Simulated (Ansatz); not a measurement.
Crystal: Fe.

```xyz
1
Lattice="0.0000 1.9417 1.9651 1.4984 0.0000 1.9651 1.4984 1.9417 0.0000" Properties=species:S:1:pos:R:3 pbc="T T T"
Fe    0.0000    0.0000    0.0000
```

- Program: Ansatz 0.2.0
- Task: relaxation of cell and atoms
- Functional: HSE06
- Potentials or basis: Ansatz PAW
- Cutoff: 420 eV (not typed: the program's choice for these potentials)
- k mesh: 7 × 7 × 7
- Occupations: fermi-dirac, width 0.05 eV
- Spin: collinear spin, ferromagnetic start
- Starting moments: [3.0] μB

At the start: volume 11.44 Å³/atom.

**Question.** Where does the relaxation end?

**Answer.** It ends after 9 steps and the volume is 12.35 Å³/atom (+8.0 %); space group I4/mmm (No. 139, to 0.05 Å); moment 2.87 μB per cell.

The path:
```tsv
step	energy change (eV)	largest force (eV/Å)	volume (Å³)
1	0.0000	0.0000	11.44
2	-0.0390	0.0000	12.01
3	-0.0447	0.0000	12.31
4	-0.0448	0.0000	12.35
5	-0.0448	0.0000	12.36
6	-0.0448	0.0000	12.36
7	-0.0461	0.0000	12.36
8	-0.0461	0.0000	12.35
9	-0.0461	0.0000	12.35
```

Final structure:
```cif
data_structure
_symmetry_space_group_name_H-M 'P 1'
_symmetry_Int_Tables_number 1
_cell_length_a 2.8646
_cell_length_b 2.5237
_cell_length_c 2.5235
_cell_angle_alpha 69.159
_cell_angle_beta 55.425
_cell_angle_gamma 55.416
_cell_volume 12.35
loop_
_atom_site_label
_atom_site_type_symbol
_atom_site_fract_x
_atom_site_fract_y
_atom_site_fract_z
_atom_site_occupancy
Fe1 Fe 0.00000 0.00000 0.00000 1
```

Caveat: the k mesh is coarse (spacing up to 0.44 Å⁻¹), so the values aren't converged, least of all with exact exchange; the magnetic or orbital state may not be the lowest; the plane-wave basis is chosen anew once the cell has moved, so the energies of steps on either side of that aren't comparable; the PAW data sets come from PBE, with cores solved anew for the run's functional, which leaves a small shift of forces and pressure.
